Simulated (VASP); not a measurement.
Set up this calculation in VASP 6.6.1, as the native input.

- Task: single point
- Functional: HSE06
- Potentials or basis: VASP PAW PBE potentials, release 64 (Ti_sv, Al)
- Cutoff: 520 eV
- k mesh: 6 × 6 × 6
- Occupations: gaussian, width 0.1 eV
- Spin: no spin polarisation
- Grid for exact exchange (PRECFOCK): Fast
- Screening parameter: 0.2 1/A
- Further INCAR settings: ALGO = Normal; EDIFF = 1e-07

Crystal: TiAl.

```
Ti Al
1.0
     3.15645    0.00000    0.00000
     0.00000    3.15645    0.00000
     0.00000    0.00000    3.15645
Ti Al
1 1
Direct
  0.00000 0.00000 0.00000
  0.50000 0.50000 0.50000
```

The cell comes from a database or a generator and needn't be the stable form of this composition.

These files were run (other wordings do the same):

POSCAR

```
TiAl
1.0
    3.1564500000      0.0000000000      0.0000000000
    0.0000000000      3.1564500000      0.0000000000
    0.0000000000      0.0000000000      3.1564500000
Ti Al
1 1
Direct
    0.0000000000      0.0000000000      0.0000000000
    0.5000000000      0.5000000000      0.5000000000
```

INCAR.step1

```
SYSTEM = TiAl
  ALGO = Normal
  EDIFF = 1E-5
  ENCUT = 520
  GGA = PE
  ISIF = 2
  ISMEAR = 0
  LASPH = .TRUE.
  LCHARG = .FALSE.
  LREAL = .FALSE.
  LWAVE = .TRUE.
  NELM = 60
  PREC = Accurate
  SIGMA = 0.1
```

INCAR.step2

```
SYSTEM = TiAl
  ALGO = Normal
  EDIFF = 1E-7
  ENCUT = 520
  GGA = PE
  HFSCREEN = 0.2
  ISIF = 2
  ISMEAR = 0
  ISTART = 1
  LASPH = .TRUE.
  LCHARG = .FALSE.
  LHFCALC = .TRUE.
  LREAL = .FALSE.
  LWAVE = .FALSE.
  NELM = 60
  PREC = Accurate
  PRECFOCK = Fast
  SIGMA = 0.1
```

KPOINTS

```
k-points
0
G
  6 6 6
  0 0 0
```

Potentials or basis: VASP PAW PBE potentials, release 64 (Ti_sv, Al).

Run with:

```console
$ cat potpaw_PBE.64/Ti_sv/POTCAR potpaw_PBE.64/Al/POTCAR > POTCAR
$ cp INCAR.step1 INCAR
$ mpirun -np 1 vasp_std > vasp.out
$ cp INCAR.step2 INCAR
$ mpirun -np 1 vasp_std > vasp.out
```

Results of the run:

```
Pressure               : 0.3 GPa
Band gap on the k mesh : none (metal or under the smearing width)
```

Caveat: the PAW data sets were made with another functional, which shifts forces and pressure a little.

It took 5.2 min on 1 thread of Intel(R) Xeon(R) Platinum 8488C (Sapphire Rapids), on a shared host, peak memory 0.25 GiB.
